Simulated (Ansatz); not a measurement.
Crystal: Mg3Sb2.

```xyz
5
Lattice="4.5820 0.0000 0.0000 -2.2910 3.9681 0.0000 0.0000 0.0000 7.2440" Properties=species:S:1:pos:R:3 pbc="T T T"
Sb    2.2910    1.3227    5.5417
Sb    0.0000    2.6454    1.7023
Mg    0.0000    0.0000    0.0000
Mg    2.2910    1.3227    2.6803
Mg    0.0000    2.6454    4.5637
```

Base run:

* Program: Ansatz 0.2.0
* Functional: PBE
* Potentials or basis: Ansatz PAW
* Cutoff: 420 eV
* Density cutoff: 1680 eV
* k mesh: 7 × 7 × 4
* Occupations: fermi-dirac, width 0.05 eV
* Spin: no spin polarisation

Its results: band gap on the k mesh 0.36 eV, indirect (least direct gap 1.17 eV); pressure 0.9 GPa; largest force 0.478 eV/Å.

Question: The run is repeated on the same cell with these changes: functional from PBE to LDA. What comes out?

Answer: Band gap on the k mesh 0.30 eV, indirect (least direct gap 1.01 eV); pressure -2.0 GPa; largest force 0.347 eV/Å.

LDA binds more tightly than PBE, so the same cell stands under less pressure.

Caveats: spin-orbit coupling is left out, which moves the levels of the heavy elements; the k mesh misses the band edges, so the gap on the mesh is wider than the one along the path (some runs); the PAW data sets come from PBE, with cores solved anew for the run's functional, which leaves a small shift of forces and pressure (some runs).

Not every run made on this cell is shown here.
